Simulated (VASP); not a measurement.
**C: relaxation of cell and atoms with revPBE+D3**

Crystal: C.

```
C
1.0
     0.00000    1.78337    1.78337
     1.78337    0.00000    1.78337
     1.78337    1.78337    0.00000
C
2
Direct
  0.75000 0.75000 0.75000
  0.50000 0.50000 0.50000
```

This isn't the form of C at room conditions, which is graphite.

```
Program                : VASP 6.6.1
Task                   : relaxation of cell and atoms
Functional             : revPBE
Dispersion             : D3
Potentials or basis    : VASP PAW PBE potentials, release 64 (C)
Cutoff                 : 600 eV
k mesh                 : 13 × 13 × 13
Occupations            : fermi-dirac, width 0.05 eV
Spin                   : no spin polarisation
Further INCAR settings : ALGO = Fast; EDIFF = 1e-06; IBRION = 2; EDIFFG = -0.01; NSW = 60; ISIF = 3
```

The relaxed volume is 5.70 Å³/atom. The relaxed cell is a = 2.526 Å, b = 2.526 Å, c = 2.526 Å, α = 60.00°, β = 60.00°, γ = 60.00° and the space group after relaxing (to 0.05 Å) is Fd-3m (No. 227). The energy gained by relaxing is 0.2 meV/atom, the ionic steps are 3 and the pressure after relaxing is 0.0 GPa. The band gap on the k mesh is 4.12 eV, indirect (least direct gap 5.58 eV) and the dispersion energy per atom is -0.206 eV.

Step by step:
| step | energy change (eV) | largest force (eV/Å) | pressure (GPa) | volume (Å³) |
| --- | --- | --- | --- | --- |
| 1 | 0.0000 | 0.0000 | 2.06 | 11.34 |
| 2 | 0.0001 | 0.0000 | -2.39 | 11.46 |
| 3 | -0.0003 | 0.0000 | -0.01 | 11.40 |

Final structure:
```xyz
2
Lattice="0.0000 1.7862 1.7862 1.7862 0.0000 1.7862 1.7862 1.7862 0.0000" Properties=species:S:1:pos:R:3 pbc="T T T"
C     2.6794    2.6794    2.6794
C     1.7862    1.7862    1.7862
```

Levels at points of the mesh, in eV from the valence-band top:
| k point | band 1 | band 2 | band 3 | band 4 | band 5 | band 6 | band 7 | band 8 |
| --- | --- | --- | --- | --- | --- | --- | --- | --- |
| (0.00, 0.00, 0.00) | -21.47 | 0.00 | 0.00 | 0.00 | 5.58 | 5.58 | 5.58 | 13.18 |

Wall time 23 s on 1 thread of AMD EPYC 7R43 64-Core Processor (Zen 3), with other jobs on the host, peak memory 0.1 GiB.

The cell as given is a measured one (5.67 Å³/atom); revPBE+D3 puts the equilibrium volume +0.5 % from it, thermal expansion not counted.

Caveat: the PAW data sets were made with another functional, which shifts forces and pressure a little; an odd mesh through Γ misses points on the zone boundary, where band edges often lie.
